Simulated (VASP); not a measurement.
# SnO$_{2}$ (distorted fluorite), r²SCAN single-point calculation: VASP's output and Ansatz's

POSCAR

```
Sn O
 1.0000000000000000
     0.0813000000000000    2.6105999999999998    2.5295000000000001
     2.5171999999999999    0.0521000000000000    2.5588000000000002
     2.5280000000000000    2.6505999999999998    0.0413000000000000
 Sn  O
   1   2
Cartesian
  2.5542063300000000  2.7061809600000002  4.8629627800000002
  1.2562260400000000  1.4416247099999999  1.3990866399999999
  3.9231970600000001  3.9244912699999999  3.7409598300000000
```

VASP ran with the recommended PBE PAW datasets (26 valence electrons in the cell).

From OUTCAR

```
k-points           NKPTS =    260   k-points in BZ     NKDIM =    260   number of bands    NBANDS=     20

   NELECT =      26.0000    total number of electrons

   dimension x,y,z NGX =    28 NGY =   28 NGZ =   28
   dimension x,y,z NGXF=    56 NGYF=   56 NGZF=   56

  energy-cutoff  :      520.00
  volume of cell :       32.61
      direct lattice vectors                 reciprocal lattice vectors
     0.081300000  2.610600000  2.529500000    -0.207928677  0.195185990  0.200574048
     2.517200000  0.052100000  2.558800000     0.202306533 -0.195999656  0.195781451
     2.528000000  2.650600000  0.041300000     0.200814319  0.188885172 -0.201395467

 k-points in reciprocal lattice and weights: KPOINTS created by Atomic Simulation Env
   0.00000000  0.00000000  0.00000000       0.002
   0.12500000 -0.00000000 -0.00000000       0.004
   0.25000000 -0.00000000 -0.00000000       0.004
   0.37500000 -0.00000000 -0.00000000       0.004
   0.50000000 -0.00000000 -0.00000000       0.002
   0.00000000  0.12500000  0.00000000       0.004
   0.12500000  0.12500000  0.00000000       0.004
   0.25000000  0.12500000  0.00000000       0.004
   ...

 E-fermi :   8.1795

 k-point     1 :       0.0000    0.0000    0.0000
  band No.  band energies     occupation
      1     -14.1525      2.00000
      2     -13.6099      2.00000
      3     -13.5080      2.00000
      4     -13.3551      2.00000
      5     -13.2688      2.00000
      6     -12.6486      2.00000
      7      -8.8959      2.00000
      8       4.1299      2.00000
      9       4.4458      2.00000
     10       4.6989      2.00000
     11       5.4156      2.00000
     12       6.5118      2.00000
     13       7.0086      2.00000
     14       8.4918      0.00000
     15      14.9576      0.00000
     16      15.4797      0.00000
     17      17.4720      0.00000
     18      21.3741      0.00000
     19      23.2433      0.00000
     20      24.3659      0.00000

 k-point     2 :       0.1250   -0.0000   -0.0000
  band No.  band energies     occupation
      1     -14.0937      2.00000
      2     -13.5641      2.00000
      3     -13.4965      2.00000
      4     -13.3702      2.00000
      5     -13.2690      2.00000
      6     -12.6643      2.00000
      7      -8.8016      2.00000
      8       3.2439      2.00000
      9       4.3156      2.00000
     10       4.4972      2.00000
     11       5.1324      2.00000
     12       6.3743      2.00000
     13       6.8744      2.00000
     14       9.8250      0.00000
     15      15.2653      0.00000
     16      15.7383      0.00000
     17      17.0759      0.00000
     18      22.7812      0.00000
     19      23.4232      0.00000
     20      24.4854      0.00000

 k-point     3 :       0.2500   -0.0000   -0.0000
  band No.  band energies     occupation
      1     -14.0569      2.00000
      2     -13.5233      2.00000
      3     -13.4871      2.00000
      4     -13.3542      2.00000
      5     -13.2593      2.00000
      6     -12.4528      2.00000
      7      -8.7213      2.00000
      8       1.6900      2.00000
      9       3.9976      2.00000
     10       4.1770      2.00000
     11       4.7789      2.00000
     12       6.1400      2.00000
     13       6.5553      2.00000
     14      11.9651      0.00000
     15      15.4635      0.00000
     16      16.5736      0.00000
     17      17.6719      0.00000
     18      23.4921      0.00000
     19      24.2966      0.00000
     20      25.7171      0.00000

 k-point     4 :       0.3750   -0.0000   -0.0000
  band No.  band energies     occupation
      1     -14.1421      2.00000
      2     -13.5732      2.00000
      3     -13.4643      2.00000
      4     -13.2949      2.00000
      5     -13.2322      2.00000
      6     -11.8712      2.00000
      7      -8.9347      2.00000
      8       0.6296      2.00000
      9       3.6086      2.00000
     10       4.0653      2.00000
     11       4.4031      2.00000
     12       5.8852      2.00000
     13       6.2563      2.00000
     14      13.6073      0.00000
     15      15.6695      0.00000
     16      17.8374      0.00000
     17      19.0158      0.00000
     18      23.5697      0.00000
     19      24.2194      0.00000
     20      26.1830      0.00000

 ...

  Total        4.1162374      0.5042943      3.4470425     -1.4908166      0.2714676      0.0277485
  in kB      202.2472620     24.7780030    169.3670325    -73.2498021     13.3382925      1.3633934
  external PRESSURE =     132.1307659 kB  Pullay stress =       0.0000000 kB

 POSITION                                       TOTAL-FORCE (eV/Angst)
 -----------------------------------------------------------------------------------
      2.55421      2.70618      4.86296        -0.589038      0.355469      1.944613
      1.25623      1.44162      1.39909         1.614231     -1.421201     -3.415941
      3.92320      3.92449      3.74096        -1.025193      1.065732      1.471328
 -----------------------------------------------------------------------------------
    total drift:                               -0.000812     -0.000540      0.000330

  FREE ENERGIE OF THE ION-ELECTRON SYSTEM (eV)
  ---------------------------------------------------
  free  energy   TOTEN  =       -40.7485261578 eV

  energy  without entropy=      -40.7485261574  energy(sigma->0) =      -40.74852616
```

Datasets and cutoffs are each program's own. VASP's cell holds 26 valence electrons and Ansatz's 26. Ansatz's stress includes a Pulay correction; VASP's doesn't.

Problem. What does Ansatz give for the same cell and level of theory?

Solution. gap between bands v and c on the k mesh 0.63 eV; least direct gap on the k mesh 1.47 eV; pressure 11.7 GPa; largest force 3.94 eV/Å.

Ansatz printed

```
SCF 1 converged in 7 iterations: F = -7174.659953 eV  dr2 = 3.79e-8
  greatest PAW one-centre occupation: 0.995 electrons in one spin orbital (limit 2), on the Sn atom at site 0 (counted from 0), in its partial waves of l = 2
SCF converged after 7 iterations
Free energy (F): -7174.659953 eV
Harris-Foulkes:  -7174.659953 eV  (|F-HF|=4.03e-10)
Internal energy: -7174.659953 eV  (E = F + TS)
E sigma→0 (E₀):  -7174.659953 eV
Fermi energy:    11.879400 eV
--- Per-component energies (eV) ---
  E_band       = -29.303228
  E_kinetic    = 546.942253
  E_local      = -1225.048756  (includes V_loc(G=0)·N_el)
  E_nonlocal   = 66.105416
  E_hartree    = 667.159216
  E_xc         = -519.119650
  E_vxc        = -312.773753  (∫ρ·V_xc dr)
  E_paw        = -4492.804932  (= ΣΔE_a)
  E_vpaw       = -458.279682  (= ΣTr[D̂ρ^β])
  E_aug_tail   = 0.002094  (compensation charges beyond the density's cutoff)
  E_vtau       = 19.434096  (kinetic-family band-sum trace: ∫τ·v_τ [+ j·A + Jᵃ·Aᵃ] dr)
  E_ewald      = -2218.567032
  E_core_change = 0.671438  (= ΣΔE_core)
  E_smearing   = -0.000000  (= −TS)
  E_closure    = -0.000000  (closes the sum)
  Σ components = -7174.659953   (vs F -7174.659953, Δ=0.00e0)
--- Forces (eV/Å), atoms counted from 1 ---
  atom   1  Sn    -0.57389538     0.34796865     1.85996792
  atom   2  O      1.58623453    -1.38709976    -3.33340094
  atom   3  O     -1.01237094     1.03912937     1.47334960
  max |Σ_I F_I| component: 8.34e-5 eV/Å
--- Stress (GPa, compression-positive) ---
       18.655137      -6.694974       0.532147
       -6.694976       0.818013       1.069889
        0.532137       1.069899      15.767248
  P = ⅓ Tr σ = 11.7468 GPa (117.468 kbar)
--- Band table (eV; the first three rows and the last of 260) ---
  k-point 0: bands = ["-10.4755", "-9.9467", "-9.8466", "-9.7190", "-9.6416", "-8.9543", "-5.1977", "7.8398", "8.1572", "8.4138", "9.1336", "10.2235", "10.7182", "12.1875", "18.6840", "19.1972", "21.1845"]
  k-point 1: bands = ["-10.4704", "-9.9703", "-9.8496", "-9.7211", "-9.6393", "-8.8029", "-5.2145", "7.6785", "7.7986", "8.2709", "9.1585", "9.4143", "10.5797", "13.3419", "18.6439", "19.3935", "21.5031"]
  k-point 2: bands = ["-10.5345", "-9.9833", "-9.8387", "-9.7199", "-9.6286", "-8.3370", "-5.3726", "6.9142", "7.2744", "8.1193", "8.3317", "9.4253", "10.2283", "14.9242", "18.8257", "20.0706", "22.5625"]
  k-point 259: bands = ["-10.6991", "-9.9181", "-9.8239", "-9.6914", "-9.6230", "-6.8150", "-6.7392", "6.2762", "7.1772", "7.3658", "8.5183", "8.9260", "9.7218", "16.2088", "19.5854", "21.5713", "24.7502"]
```
